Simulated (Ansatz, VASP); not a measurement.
Sb in VASP and in Ansatz

File INCAR:

```
ALGO = Normal ; EDIFF = 1E-7
ENCUT = 520 ; GGA = PS
ISIF = 2 ; ISMEAR = -1
LASPH = True ; LCHARG = False
LREAL = False ; LWAVE = False
NBANDS = 8 ; NELM = 60
PREC = Accurate ; SIGMA = 0.05
```

Contents of KPOINTS:

```
k-points
0
Gamma
  14 14 14
```

The input POSCAR:

```
Sb
1.0
    2.5822271187      0.0000000000      0.0000000000
    0.0000000000      2.5822271187      0.0000000000
    0.0000000000      0.0000000000      2.5822271187
Sb
1
Direct
    0.0000000000      0.0000000000      0.0000000000
```

Input for Ansatz:

```yaml
crystal:
  lattice:
    - [2.5822271187, 0.0, 0.0]
    - [0.0, 2.5822271187, 0.0]
    - [0.0, 0.0, 2.5822271187]
  atoms:
    - { symbol: Sb, position: [0.0, 0.0, 0.0] }
kpoints:
  mp_grid: { grid: [14, 14, 14] }
scf:
  occupations: { method: fermi_dirac, width: 0.05 }
hamiltonian:
  xc: pbesol
  pseudopotentials: { kind: all_electron, lapw: { basis_error: 0.001 } }
output:
  forces: true
  stress: true
  eigenvalues: true
  populations: true
```

Change from the starting cell: volume scaled by 0.6, LAPW.

Alike in both runs: task single point; functional PBEsol; k mesh 14 × 14 × 14; occupations fermi-dirac, width 0.05 eV; no spin polarisation.

|  | VASP | Ansatz |
| --- | --- | --- |
| version | VASP 6.6.1 | Ansatz 0.2.0 |
| potentials or method | VASP PAW PBE potentials, release 64 (Sb) | all-electron LAPW, scalar-relativistic |
| plane-wave cutoff (eV) | 520 | see its input |

```csv
,VASP,Ansatz,Ansatz less VASP
pressure (GPa),107.5,104.2,-3.34
```

Ansatz ran all-electron here, so the differences hold the error of VASP's frozen core and of both bases.

Caveats: the cell as given lies far from equilibrium; so large a pressure means that the cell lies far from this level's equilibrium, or that cutoff or potentials fall short (VASP); the potentials were made for another functional, which shifts forces and pressure (VASP). Spin-orbit coupling is left out, which matters for the levels of Sb.
